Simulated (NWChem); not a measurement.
W: energy against volume and a worked fit

```
W
1.0
    -1.58234    1.58234    1.58234
     1.58234   -1.58234    1.58234
     1.58234    1.58234   -1.58234
W
1
Direct
  0.00000 0.00000 0.00000
```

The cell was scaled at fixed shape and fractions and run with NWChem, NWChem's HGH_LDA library, cutoff 816 eV; LDA, k mesh 8 × 8 × 8, shifted on the cell of 1 atom, fermi-dirac occupations of 0.05 eV, no spin polarisation, no spin-orbit coupling. Energies are those that the program minimises, any entropy of the smearing included. For a metal such a mesh isn't converged to the digits shown.

```csv
V (Å³/atom),energy over the lowest row (meV/atom)
14.8967,20.81
15.2137,3.47
15.5306,0.00
15.8476,9.15
16.1646,?
16.4815,60.84
16.7985,101.30
```

Problem. Fit the third-order Birch-Murnaghan form, give V0, B0 and B′, and predict the energy left open.

Solution. With y = (V0/V)^(2/3), E = E0 + (9 V0 B0/16) [(y - 1)³ B′ + (y - 1)² (6 - 4y)]. Least squares through the rows shown give V0 = 15.4546 Å³/atom, E0 = -0.37 meV, B0 = 318.1 GPa (1 eV/Å³ = 160.218 GPa) and B′ = 3.73, with a largest miss of 0.03 meV. At V = 16.1646 the form with these constants gives 29.79 meV; the run gave 29.79 meV an atom. Measured volume: 15.8 Å³/atom (arxiv:2311.02034), so the fit lies -2.2 % from it. The runs are for a static lattice.

The fit describes a stiff metal: a bulk modulus of 318.1 GPa means that even small changes of volume cost much energy. The reason lies in the 5d shell. In bcc tungsten the d band is close to half filled, so bonding states are largely occupied and antibonding ones largely empty, which gives strong cohesion and a short equilibrium spacing. Compression adds kinetic energy and core overlap faster than expansion weakens the d bonds, hence the positive B′ and a curve that is steeper on the small-volume side.

The equilibrium volume falls below the measured one, in the direction expected from the usual overbinding of LDA. Because the modulus rises on compression, its value at the fitted minimum is larger than the same curve would give at the measured volume. The close prediction of the omitted energy supports interpolation within the sampled range, but it tests the smoothness of the curve and not the accuracy of the functional. With only one structure scaled, nothing follows about the preference for bcc over close-packed tungsten.
